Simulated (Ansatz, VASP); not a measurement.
HfB2: VASP beside Ansatz

```
Hf B
1.0
     3.20158    0.00000    0.00000
    -1.60079    2.77265    0.00000
     0.00000    0.00000    3.54825
Hf B
1 2
Direct
  0.00000 0.00000 0.00000
  0.66667 0.33333 0.50000
  0.33333 0.66667 0.50000
```

Change from the starting cell: volume scaled by 1.06.

Alike in both runs: task single point; functional PBE; k mesh 10 × 10 × 8; occupations fermi-dirac, width 0.05 eV; no spin polarisation.

|  | VASP | Ansatz |
| --- | --- | --- |
| version | VASP 6.6.1 | Ansatz 0.2.0 |
| potentials or method | VASP PAW PBE potentials, release 64 (Hf_pv, B), cutoff 520 eV | all-electron LAPW, scalar-relativistic |

Ansatz gave:

| Quantity | Value |
| --- | --- |
| gap on the k mesh at the Fermi level (eV) | none |
| pressure (GPa) | -11.8 |
| largest component of the traceless stress (GPa) | 1.52 |

Question: Which values does VASP return?

Answer: gap on the k mesh at the Fermi level (eV): none; pressure (GPa): -12.4; largest component of the traceless stress (GPa): 1.55.

A gap of «none» marks a metal or a gap that the smearing closes. Ansatz ran all-electron here, so the differences hold the error of VASP's frozen core and of both bases.

The runs have no spin-orbit coupling, so splittings on Hf are missing.
